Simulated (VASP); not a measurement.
Wanted: the native input for a VASP 6.6.1 run.

| Property | Result |
| --- | --- |
| Task | relaxation of cell and atoms |
| Functional | PBE |
| Potentials or basis | VASP PAW PBE potentials, release 64 (Ni) |
| Cutoff | 600 eV |
| k mesh | 10 × 10 × 6 |
| Occupations | gaussian, width 0.05 eV |
| Spin | collinear spin, typed start |
| Starting moments | [0.8, 0.8] μB |
| Dipole correction | no |
| Further INCAR settings | ALGO = Normal; EDIFF = 1e-07; IBRION = 2; EDIFFG = -0.03; NSW = 80; ISIF = 3 |

The structure of Ni lies in POSCAR:

```
Ni
1.0
    2.4888467156      0.0000000000      0.0000000000
   -1.2444233578      2.1554044818      0.0000000000
    0.0000000000      0.0000000000      4.0651163022
Ni
2
Direct
    0.3333333333      0.6666666667      0.7500000000
    0.6666666667      0.3333333333      0.2500000000
```

The cell was built by a generator and needn't be a form met in nature.

These files were run (other wordings do the same):

INCAR

```
  ALGO = Normal
  EDIFF = 1E-7
  EDIFFG = -0.03
  ENCUT = 600
  GGA = PE
  IBRION = 2
  ISIF = 3
  ISMEAR = 0
  ISPIN = 2
  LASPH = True
  LCHARG = False
  LMAXMIX = 4
  LORBIT = 11
  LREAL = False
  LWAVE = False
  MAGMOM = 0.8 0.8
  NELM = 150
  NSW = 80
  PREC = Accurate
  SIGMA = 0.05
```

KPOINTS

```
k-points
0
Gamma
  10 10 6
```

Potentials or basis: VASP PAW PBE potentials, release 64 (Ni).

The run is started by

```sh
$ cat potpaw_PBE.64/Ni/POTCAR > POTCAR
$ mpirun -np 1 vasp_std > vasp.out
```

It gave:

* Relaxed volume: 10.94 Å³/atom
* Relaxed cell: a = 2.489 Å, b = 2.489 Å, c = 4.078 Å, α = 90.00°, β = 90.00°, γ = 120.00°
* Space group after relaxing (to 0.05 Å): P6_3/mmc (No. 194)
* Energy gained by relaxing: 0.1 meV/atom
* Ionic steps: 2
* Pressure after relaxing: -0.3 GPa
* Band gap on the k mesh: none (metal or under the smearing width)
* Net moment: 1.35 μB per cell
* Site moments: Ni +0.69 μB
* Valence electrons inside the program's atomic spheres: Ni 9.30

Run time: 55 s on 1 thread of AMD EPYC 7R13 Processor (Zen 3), with other jobs on the host, peak memory 0.14 GiB.
